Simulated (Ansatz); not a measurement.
BP:

```
P B
1.0
     0.00000    2.26900    2.26900
     2.26900    0.00000    2.26900
     2.26900    2.26900    0.00000
P B
1 1
Direct
  0.75000 0.75000 0.75000
  0.00000 0.00000 0.00000
```

```yaml
Program: Ansatz 0.2.0
Task: relaxation of cell and atoms
Functional: LDA
Potentials_or_basis: Ansatz PAW
Cutoff: "420 eV (not typed: the program's choice for these potentials)"
k_mesh: 10 × 10 × 10
Occupations: fermi-dirac, width 0.05 eV
Spin: no spin polarisation
```

At the start: volume 11.68 Å³/atom.

Task: How do energy, volume and symmetry change on relaxing?

Result: It ends after 5 steps and the volume is 11.32 Å³/atom (-3.1 %); space group F-43m (No. 216, to 0.05 Å).

Step by step:
```
step  energy change (eV)  largest force (eV/Å)  volume (Å³)
   1              0.0000                0.0000        23.36
   2             -0.0101                0.0000        22.96
   3             -0.0128                0.0000        22.63
   4             -0.0128                0.0000        22.64
   5             -0.0121                0.0000        22.64
```

Final structure:
```yaml
crystal:
  lattice:
    - [0.00000, 2.24540, 2.24540]
    - [2.24540, 0.00000, 2.24540]
    - [2.24540, 2.24540, 0.00000]
  atoms:
    - { symbol: P, position: [0.75000, 0.75000, 0.75000] }
    - { symbol: B, position: [0.00000, 0.00000, 0.00000] }
```

Caveat: the plane-wave basis is chosen anew once the cell has moved, so the energies of steps on either side of that aren't comparable; the PAW data sets come from PBE, with cores solved anew for the run's functional, which leaves a small shift of forces and pressure.
